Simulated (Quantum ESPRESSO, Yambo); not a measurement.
# Quasiparticle gap of LiBr (Fm-3m) in Yambo, part 2 of 2

Wanted: ground state, empty states, screening and self-energy for LiBr (Fm-3m).

Quantum ESPRESSO 7.5 and Yambo 5.3.0; PBE and many-body steps on it, plane waves. Known limits of the many-body steps: not at the basis limit; no spin-orbit coupling; coarse k mesh.

So far. Step 2 (Ground state): The gap is direct, at Γ. Step 3 (Bands along the symmetry lines): The gap is 4.933 eV, −0.005 eV from the run before at this level.

### Step 4. Empty states on the mesh, 4×4×4 mesh, 501 bands

Level of this step: DFT, PBE, plane waves, norm-conserving pseudopotentials (Quantum ESPRESSO).

The sums over transitions need many empty states on a uniform mesh; this step solves for them.

The input, pw.in:

```
&control
  calculation = 'nscf'
  prefix = 'x'
  outdir = 'o'
  pseudo_dir = 'pseudo'
/
&system
  ibrav = 0
  nat = 2
  ntyp = 2
  ecutwfc = 76.0
  nbnd = 501
  force_symmorphic = .true.
/
&electrons
  conv_thr = 1e-9
  electron_maxstep = 80
  diago_full_acc = .true.
  diago_thr_init = 5e-6
/
ATOMIC_SPECIES
  Li 6.94 Li.upf
  Br 79.904 Br.upf
CELL_PARAMETERS angstrom
  0.0000000000 2.7506500000 2.7506500000
  2.7506500000 0.0000000000 2.7506500000
  2.7506500000 2.7506500000 0.0000000000
ATOMIC_POSITIONS crystal
  Li 0.0000000000 0.0000000000 0.0000000000
  Br 0.5000000000 0.5000000000 0.5000000000
K_POINTS automatic
  4 4 4 0 0 0
```

On the command line:

```
OMP_NUM_THREADS=1 mpirun -n 4 pw.x -nk 4 -in pw.in > pw.out
```

Log:

```text
[banner, memory and clock lines left out]
Program PWSCF v.7.5 starts

     Atomic positions and unit cell read from directory:
     o/x.save/

     Message from routine setup:
     using ibrav=0 with symmetry is DISCOURAGED, use correct ibrav instead

     G-vector sticks info

     bravais-lattice index     =            0
     lattice parameter (alat)  =       7.3510  a.u.
     unit-cell volume          =     280.8876 (a.u.)^3
     number of atoms/cell      =            2
     number of atomic types    =            2
     number of electrons       =        20.00
     number of Kohn-Sham states=          501
     kinetic-energy cutoff     =      76.0000  Ry
     charge density cutoff     =     304.0000  Ry
     Exchange-correlation= PBE
                           (   1   4   3   4   0   0   0)

     celldm(1)=   7.351047  celldm(2)=   0.000000  celldm(3)=   0.000000
     celldm(4)=   0.000000  celldm(5)=   0.000000  celldm(6)=   0.000000

     crystal axes: (cart. coord. in units of alat)
               a(1) = (   0.000000   0.707107   0.707107 )
               a(2) = (   0.707107   0.000000   0.707107 )
               a(3) = (   0.707107   0.707107   0.000000 )

     reciprocal axes: (cart. coord. in units 2 pi/alat)
               b(1) = ( -0.707107  0.707107  0.707107 )
               b(2) = (  0.707107 -0.707107  0.707107 )
               b(3) = (  0.707107  0.707107 -0.707107 )
     Pseudo is Norm-conserving, Zval =  3.0
     Generated using ONCVPSP code by D. R. Hamann
     Using radial grid of 1944 points,  4 beta functions with:
     Pseudo is Norm-conserving + core correction, Zval = 17.0
     Generated using ONCVPSP code by D. R. Hamann
     Using radial grid of 1098 points,  6 beta functions with:
     Li                3.00     6.94000     Li( 1.00)
     Br               17.00    79.90400     Br( 1.00)

     48 Sym. Ops., with inversion, found

   Cartesian axes

     site n.     atom                  positions (alat units)
         1        Li     tau(   1) = (   0.0000000   0.0000000   0.0000000  )
         2        Br     tau(   2) = (   0.7071068   0.7071068   0.7071068  )

     number of k points=     8
                       cart. coord. in units 2pi/alat
        k(    1) = (   0.0000000   0.0000000   0.0000000), wk =   0.0312500
        k(    2) = (   0.1767767   0.1767767  -0.1767767), wk =   0.2500000
        k(    3) = (  -0.3535534  -0.3535534   0.3535534), wk =   0.1250000
[...]
k(    7) = (  -0.7071068   0.0000000   0.0000000), wk =   0.0937500
        k(    8) = (  -0.7071068   0.3535534   0.0000000), wk =   0.1875000

     Dense  grid:    25125 G-vectors     FFT dimensions: (  45,  45,  45)

     The potential is recalculated from file :
     o/x.save/charge-density

     Starting wfcs are   11 randomized atomic wfcs +  490 random wfcs

     Band Structure Calculation

     End of band structure calculation

          k = 0.0000 0.0000 0.0000 (  3143 PWs)   bands (ev):

   -55.1748 -55.1748 -55.1721 -55.1721 -55.1721 -40.6647  -9.7462   3.6882
     3.6882   3.6882   8.6263  14.2095  14.2095  14.2095  15.9383  15.9383
    15.9383  16.9235  16.9235  17.6403  25.9515  33.1193  33.1193  33.1193
[...]
[... 51 further rows ...]
[...]
290.7961 290.7961 290.7961 290.8996 290.8996

          k = 0.1768 0.1768-0.1768 (  3134 PWs)   bands (ev):

[...]
[... 51 further rows ...]
[...]
294.4886 294.4886 295.5839 295.8656 295.8656

          k =-0.3536-0.3536 0.3536 (  3142 PWs)   bands (ev):

[...]
72.0947  72.0947  72.3074  78.3033  78.9197  81.1973  81.1973  81.7034
     [... 51 further rows ...]
   295.4891 295.7500 296.0060 296.0060 296.2244 296.2397 297.0204 297.0204
   298.2273 298.2273 298.7194 298.9103 298.9103

          k = 0.3536 0.0000 0.0000 (  3122 PWs)   bands (ev):

     [... further k-points ...]

     highest occupied, lowest unoccupied level (ev):     3.6882    8.6263

     XML data file, pseudopotentials, collected wavefunctions
```

Run time: 53 s. Hardware: 4 MPI ranks of Arm Neoverse V2, shared host; peak memory 0.85 GiB.

Numbers from this step:

```yaml
gap: 4.938 eV
k_of_the_valence_top: 0, 0, 0
k_of_the_conduction_bottom: 0, 0, 0
least_direct_gap: 4.938 eV
k_points_computed: 8
lowest_point_of_the_top_converged_band_above_the_valence_top: 287.2114 eV
```

On this mesh the gap is 4.938 eV.

### Step 5. Conversion and set-up

This step: Yambo 5.3.0; conversion and set-up on PBE, plane waves, norm-conserving pseudopotentials.

The states are converted to the many-body program's format and the q mesh is built.

On the command line:

```
(cd o/x.save; p2y > p2y.log; mv SAVE ../..); yambo > setup.log
```

Log:

```text
 Yambo, version 5.3.0

 [02] CORE Variables Setup
 =========================

  [02.01] Unit cells
  ==================

  Cell kind             :  FCC
  Atoms in the cell     :  Li  Br
  number of Li atoms    :  1
  number of Br atoms    :  1

  List of atomic masses
  Mass of Li    :  6.940000
  Mass of Br    :  79.90400

  List of atomic coordinates    : [cc]
  Li1       :  0.000000  0.000000  0.000000  order 1
  Br1       :  5.197975  5.197975  5.197975  order 2

  Alat factors          :  5.197975  5.197975  5.197975 [a.u.]
  Direct lattice volume :  280.8876 [a.u.]
  Direct lattice vectors:  A[ 1 ]  A[ 2 ]  A[ 3 ]
   A[ 1 ]:  0.000000  1.000000  1.000000  [iru]
   0.000000  5.197975  5.197975  [cc]
   A[ 2 ]:  1.000000  0.000000  1.000000  [iru]
   5.197975  0.000000  5.197975  [cc]
   A[ 3 ]:  1.000000  1.000000  0.000000  [iru]
   5.197975  5.197975  0.000000  [cc]

  Recip. lattice volume :  0.883094 [a.u.]
  Recip. lattice vectors:  B[ 1 ]  B[ 2 ]  B[ 3 ]
   B[ 1 ]: -0.500000  0.500000  0.500000  [iku]
  -0.604388  0.604388  0.604388  [cc]
   B[ 2 ]:  0.500000 -0.500000  0.500000  [iku]
   0.604388 -0.604388  0.604388  [cc]
   B[ 3 ]:  0.500000  0.500000 -0.500000  [iku]
   0.604388  0.604388 -0.604388  [cc]

  [02.02] Symmetries
  ==================

  Inversion symmetry    : yes
  Spatial inversion     : yes
  Inversion index       :  25
  K-space Time-reversal : no
  Magnetic symmetries   : no
  Group table correct   : yes
  Symmetries units      :  [cc]

   [S  1]:   1.0000     -0.65936E-17 -0.65936E-17 -0.65936E-17   1.0000      0.65936E-17  0.65936E-17  0.65936E-17   1.0000
   [S  2]:  -1.0000      0.65936E-17 -0.65936E-17  0.65936E-17  -1.0000      0.65936E-17 -0.65936E-17 -0.65936E-17   1.0000
   [S  3]:  -1.0000     -0.65936E-17  0.65936E-17  0.65936E-17   1.0000     -0.65936E-17 -0.65936E-17  0.65936E-17  -1.0000
[...]
[... 36 further rows ...]
   [S 47]: -0.65936E-17   1.0000      0.65936E-17  0.65936E-17 -0.65936E-17  -1.0000       1.0000      0.65936E-17 -0.65936E-17
   [S 48]: -0.65936E-17  -1.0000     -0.65936E-17  0.65936E-17  0.65936E-17   1.0000       1.0000     -0.65936E-17  0.65936E-17

  [02.03] Reciprocal space
  ========================

  nG shells         :  280
  nG charge         :  25125
  nG WFs            :   3817
  nC WFs            :  3156
  G-vecs. in first 28 shells:  [ Number ]
     1    9   15   27   51   59   65   89  113
    137   169   181   229   259   283   307   331   339
    387   411   459   531   537   561   609   645   701
    725
  ...
  Shell energy in first 28 shells:  [ mHa ]
    0.00000      547.927      730.569      1461.14      2009.07      2191.71      2922.28      3470.20      3652.85
    4383.42      4931.34      5844.55      6392.48      6575.12      7305.69      7853.62      8036.26      8766.83
[...]
K/Q-points units:
  rlu = crystal or reduced units; cc = cartesian coordinates; iku = interal k-units

  K [1]          [rlu]:  0.000000  0.000000  0.000000
         WF components:  3143
  K [2]          [rlu]: -0.97745E-17 -0.97745E-17  0.25000
         WF components:  3134
  K [3]          [rlu]:  0.19549E-16  0.19549E-16 -0.50000
         WF components:  3142
  K [4]          [rlu]:  0.12908E-17  0.25000      0.25000
         WF components:  3122
  K [5]          [rlu]:  0.19736E-16  0.25000     -0.50000
         WF components:  3140
  [... 2 further k-points ...]
  K [8]          [rlu]:  0.250000 -0.500000 -0.250000
         WF components:  3156

  [02.05] Energies & Occupations
  ==============================

  [X] === General ===
  [X] Electronic Temperature                        :  0.000000  0.000000 [eV K]
  [X] Bosonic    Temperature                        :  0.000000  0.000000 [eV K]
  [X] Finite Temperature mode                       : no
  [X] El. density                                   :  0.48050E+24 [cm-3]
  [X] Fermi Level                                   :  3.688161 [eV]

  [X] === Gaps and Widths ===
  [X] Conduction Band Min                           :  4.938102 [eV]
  [X] Valence Band Max                              :  0.000000 [eV]
  [X] Filled Bands                                  :  10
  [X] Empty Bands                                   :    11   501
  [X] Direct Gap                                    :  4.938102 [eV]
  [X] Direct Gap localized at k                     :  1
  [X] Indirect Gap                                  :  4.938102 [eV]
  [X] Indirect Gap between kpts                     :  1  1
  [X] Last valence band width                       :  1.136711 [eV]
  [X] 1st conduction band width                     :  3.078079 [eV]

  E @ K [1]:  [eV]
   -58.863      -58.863      -58.860      -58.860      -58.860      -44.353      -13.434     -0.56570E-12
  -0.22583E-12   0.0000       4.9381       10.521       10.521       10.521       12.250       12.250
   12.25016  13.23536  13.23536  13.95210  22.26329  29.43113  29.43113  29.43113
  occ @ K [1]
[...]
E @ K [2]:  [eV]
[...]
occ @ K [2]
[...]
E @ K [3]:  [eV]
[...]
occ @ K [3]
[...]
E @ K [4]:  [eV]
[...]
occ @ K [4]
[...]
E @ K [5]:  [eV]
[...]
occ @ K [5]
[...]
[... 2 further k-points ...]
  E @ K [8]:  [eV]
[...]
occ @ K [8]
[...]
2.000000  2.000000  0.000000  0.000000  0.000000  0.000000  0.000000  0.000000
   0.000000  0.000000  0.000000  0.000000  0.000000  0.000000  0.000000  0.000000

 [03] Transferred momenta grid and indexing
 ==========================================

 IBZ Q-points                                      :   8
 BZ  Q-points                                      :   64

 K/Q-points units:
 rlu = crystal or reduced units; cc = cartesian coordinates; iku = interal k-units

 Q [1]          [rlu]:  0.000000  0.000000  0.000000
 Q [2]          [rlu]: -0.97745E-17 -0.97745E-17  0.25000
 Q [3]          [rlu]:  0.19549E-16  0.19549E-16 -0.50000
[...]
Q [7]          [rlu]: -0.25816E-17 -0.50000     -0.50000
 Q [8]          [rlu]:  0.250000 -0.500000 -0.250000

  [03.01] X indexes
  =================

   [03.01.01] Sigma indexes
   ========================

 [06] Game Over & Game summary
```

Wall time 2 s (1 MPI rank); peak memory 0.24 GiB.

### Step 6. Screening and self-energy, 4×4×4 mesh, 501 bands, screening to 353.7 eV

Now the one-shot GW correction: screening in the RPA, then the self-energy of the levels asked for.

This step: G0W0 on PBE, plane waves, norm-conserving pseudopotentials.

The input, gw3.in:

```
HF_and_locXC
gw0
dyson
ppa
em1d
rim_cut
RandQpts= 1000000
RandGvec= 1 RL
EXXRLvcs= 76 Ry
VXCRLvcs= 304 Ry
Chimod= "HARTREE"
% BndsRnXp
 1 | 501 |
%
NGsBlkXp= 26 Ry
% LongDrXp
 1 | 1 | 1 |
%
% GbndRnge
 1 | 501 |
%
DysSolver= "n"
ExtendOut
PPAPntXp= 27.21138 eV
% QPkrange
 1 | 1 | 9 | 12 |
%
```

On the command line:

```
OMP_NUM_THREADS=1 mpirun -n 4 yambo -F gw3.in -J gw3 -C gw3 > gw3.log
```

Log:

```text
 Yambo, version 5.3.0

 [02] CORE Variables Setup
 =========================

  [... cell, symmetries and grids as in the set-up ...]

  [02.05] Energies & Occupations
  ==============================

  [X] === General ===
  [X] Electronic Temperature                        :  0.000000  0.000000 [eV K]
  [X] Bosonic    Temperature                        :  0.000000  0.000000 [eV K]
  [X] Finite Temperature mode                       : no
  [X] El. density                                   :  0.48050E+24 [cm-3]
  [X] Fermi Level                                   :  3.688161 [eV]

  [X] === Gaps and Widths ===
  [X] Conduction Band Min                           :  4.938102 [eV]
  [X] Valence Band Max                              :  0.000000 [eV]
  [X] Filled Bands                                  :  10
  [X] Empty Bands                                   :    11   501
  [X] Direct Gap                                    :  4.938102 [eV]
  [X] Direct Gap localized at k                     :  1
  [X] Indirect Gap                                  :  4.938102 [eV]
  [X] Indirect Gap between kpts                     :  1  1
  [X] Last valence band width                       :  1.136711 [eV]
  [X] 1st conduction band width                     :  3.078079 [eV]

 [03] Transferred momenta grid and indexing
 ==========================================

 IBZ Q-points                                      :   8
 BZ  Q-points                                      :   64

 K/Q-points units:
 rlu = crystal or reduced units; cc = cartesian coordinates; iku = interal k-units

 Q [1]          [rlu]:  0.000000  0.000000  0.000000
 Q [2]          [rlu]: -0.97745E-17 -0.97745E-17  0.25000
 Q [3]          [rlu]:  0.19549E-16  0.19549E-16 -0.50000
 Q [4]          [rlu]:  0.12908E-17  0.25000      0.25000
 Q [5]          [rlu]:  0.21767E-16  0.25000      0.50000
 Q [6]          [rlu]:  0.19549E-16  0.25000     -0.25000
 Q [7]          [rlu]: -0.25816E-17 -0.50000     -0.50000
 Q [8]          [rlu]:  0.250000 -0.500000 -0.250000

 [04] Coloumb potential Random Integration (RIM)
 ===============================================

  [04.01] RIM initialization
  ==========================

  * Diagonal components only detected *

  8 x (sBL volume)        :  0.110387 [a.u.]
  sBZ random points       :  1000000
  Points outside the sBZ  :   7968281
  RL volume               :  0.883094 [a.u.]
  Integrated volume       :  0.886609 [a.u.]

  [04.02] RIM integrals
  =====================

  Gamma point sphere radius             :  0.087014 [a.u.]
  Points outside the sphere             :   800476
  [Int_sBZ(q=0) 1/q^2]*(Vol_sBZ)^(-1/3) =:  7.776341
                                 should be <:  7.795600

  Summary of Coulomb integrals for non-metallic bands |Q|[au] RIM/Bare

  Q [1] 0.100000E-4 0.997530 * Q [2] 0.261708 1.068455
  Q [4] 0.302194 1.066792 * Q [6] 0.427367 1.029758
  Q [5] 0.501132 1.022667 * Q [3] 0.523415 1.020719
  Q [7] 0.604388 1.017590 * Q [8] 0.675726 1.014588

 [05] Dipoles
 ============

  [05.01] Setup: observables and procedures
  =========================================

 [06] Dynamic Dielectric Matrix (PPA)
 ====================================

 [WR./gw3//ndb.pp]---------------------------------------------------------------
  Brillouin Zone Q/K grids (IBZ/BZ)                :    8   64    8   64
  RL vectors                                       :   3839 [WF]
  Coulomb cutoff potential                         : none
  Electronic Temperature                           :  0.000000 [K]
  Bosonic    Temperature                           :  0.000000 [K]
  PPA    diel. fun.  energies                      : Perdew, Burke & Ernzerhof(X)+Perdew, Burke & Ernzerhof(C)
  wavefunctions                                    : Perdew, Burke & Ernzerhof(X)+Perdew, Burke & Ernzerhof(C)
  Global Gauge                                     : length
  X matrix size                                    :   645
  X band range                                     :     1   501
  X e/h energy range                               : -1.000000 -1.000000 [eV]
  X Time ordering                                  : R
  X Hxc Kernel                                     : HARTREE
  X Drude frequency                                :  0.000000  0.000000
  X poles                                          :  100.0000 [o/o]
  RL vectors in the sum                            :   3839
  [r,Vnl] included                                 : yes
  Field direction                                  :  0.577350E-5  0.577350E-5  0.577350E-5
  BZ energy Double Grid                            : no
  BZ energy DbGd points                            : 0
  BZ Q point size factor                           : -1.000000
  X Optical Averaged directions                    : none

 [07] Local Exchange-Correlation + Non-Local Fock
 ================================================

 [VXC] Plane waves :  25125
 [EXS] Plane waves :   3215

 QP @ state[ 1 ] K range:  1  1
 QP @ state[ 1 ] b range:   9  12

 [xc] Functional : Perdew, Burke & Ernzerhof(X)+Perdew, Burke & Ernzerhof(C)
 [xc] LIBXC used to calculate xc functional
  PP Number of Atomic Species                      :  2
  NLCC RL compoments                               :  25125
  PP Number of Atomic Species                      :  2
  NLCC RL compoments                               :  25125

 [xc] E_xc :  -14.20358 [Ha]
      E_xc :  -28.40717 [Ry]

  Local XC kind (lXC) : Perdew, Burke & Ernzerhof(X)+Perdew, Burke & Ernzerhof(C)
  Non-Local XC kind (nlXC) : Hartree-Fock

  Corrections @ K [1] :  [eV]
 <9|nlXC|9> = -20.02582 -0.40958E-17 <9|lXC|9> = -14.96863  0.70806E-16
 <10|nlXC|10> = -20.02597  0.24415E-17 <10|lXC|10> = -14.96863  0.56645E-15
 <11|nlXC|11> = -5.957624  0.31985E-17 <11|lXC|11> = -9.798777  0.47202E-16
 <12|nlXC|12> = -3.739683  0.39799E-18 <12|lXC|12> = -8.709831 -0.47204E-16

 [08] Dyson equation: Newton solver
 ==================================

  [08.01] G0W0 (W PPA)
  ====================

  [  GW  ] Bands range     :     1   501
  [GW/PPA] G damping       :  0.100000 [eV]

  QP @ state[ 1 ] K range:  1  1
  QP @ state[ 1 ] b range:   9  12

   Sc/G bands                                       :     1   501
   Sc/G damping                                     :  0.100000 ev
   Sc bands terminator                              : no
   Sx RL components                                 :   3215

   QP @ state[ 1 ] K range                          :  1  1
   QP @ state[ 1 ] b range                          :   9  12
   GF energies kind                                 : Perdew, Burke & Ernzerhof(X)+Perdew, Burke & Ernzerhof(C)
   GF WF`s kind                                     : Perdew, Burke & Ernzerhof(X)+Perdew, Burke & Ernzerhof(C)
   Xs energies kind                                 : Perdew, Burke & Ernzerhof(X)+Perdew, Burke & Ernzerhof(C)
   Xs WF`s kind                                     : Perdew, Burke & Ernzerhof(X)+Perdew, Burke & Ernzerhof(C)

 [11] Game Over & Game summary
```

Wall time 12 min (4 MPI ranks); peak memory 2.2 GiB.

This step gave:

| Quantity | Value |
| --- | --- |
| G0W0 gap on the points computed | 7.965 eV |
| starting gap on the mesh | 4.938 eV |
| k of the valence top | 0, 0, 0 |
| k of the conduction bottom | 0, 0, 0 |
| least direct G0W0 gap on the computed points | 7.965 eV |
| Z at the valence top | 0.8181 |
| Z at the conduction bottom | 0.8475 |

The gap on the mesh goes from 4.94 eV to 7.97 eV, a correction of +3.03 eV.

Limits: finite bands, cutoff and mesh; no spin-orbit coupling; coarse k mesh. v1 is the top filled band, c1 the lowest empty one. The levels before and after the correction (eV, zero at the valence-band top of each column):

```tsv
	conduction bottom	valence top
Kohn-Sham	4.94	0.00
G0W0	7.97	0.00
```

```tsv
	level	energy (eV)
Kohn-Sham	Γ v2-v1	0.000
Kohn-Sham	Γ c1	4.938
Kohn-Sham	Γ c2	10.521
G0W0	Γ v2-v1	0.000
G0W0	Γ c1	7.965
G0W0	Γ c2	14.159
```

### Step 7. Where the time went

Times are wall times on the hardware named with each run, good to a factor of about two.

```tsv
step	time	share	memory (GiB)
ground state	4 s	0 %	0.23
bands along the symmetry lines	3.3 s	0 %	0.21
empty states on the mesh	53 s	7 %	0.85
conversion and set-up	2 s	0 %	0.24
screening and self-energy	12 min	92 %	2.2
```

### Step 8. Results

```yaml
pbe_gap: 4.93 eV, indirect (only 5 meV under the direct gap)
g0w0_gap_on_the_mesh: 7.97 eV
gw_settings: 4×4×4 mesh, 501 bands, screening to 353.7 eV, Godby-Needs plasmon pole
known_limits: not at the basis limit; no spin-orbit coupling; coarse k mesh
```

G0W0 moves the gap on the mesh from 4.94 eV to 7.97 eV (+3.03 eV), with Z of 0.82 and 0.85 at the edges. Only 1 of the mesh's irreducible points was corrected, so a valley elsewhere could overtake. The dearest step here is «screening and self-energy». Bands and cutoff are finite, so the gap is not at the basis limit. The miss can reach some tenths of an eV and take either sign; the mesh is an error of its own. In the G0W0 run levels were corrected at 1 k point alone, so a gap called «on the mesh» is the least over those, and an edge elsewhere would be missed. The 4×4×4 mesh is coarse for this cell, which bears on the long-range parts of exchange and screening. The many-body steps are scalar-relativistic: spin-orbit coupling is not in them.

[Paths, hosts, dates, memory and timing lines, banners, echoed tables and standing remarks are left out of the program output.]

[Logs are printed without paths, hosts, clocks, repeated set-up lines and the standing remarks that a program may print on its own settings, such as how far it seeks lower states.]

[Runs of the session that timed out or met a known fault of the program may be left out.]

[Hosts, paths, dates, database ids (printed as entryN), source tags and the programs' standing remarks are cut or masked in the printed files.]
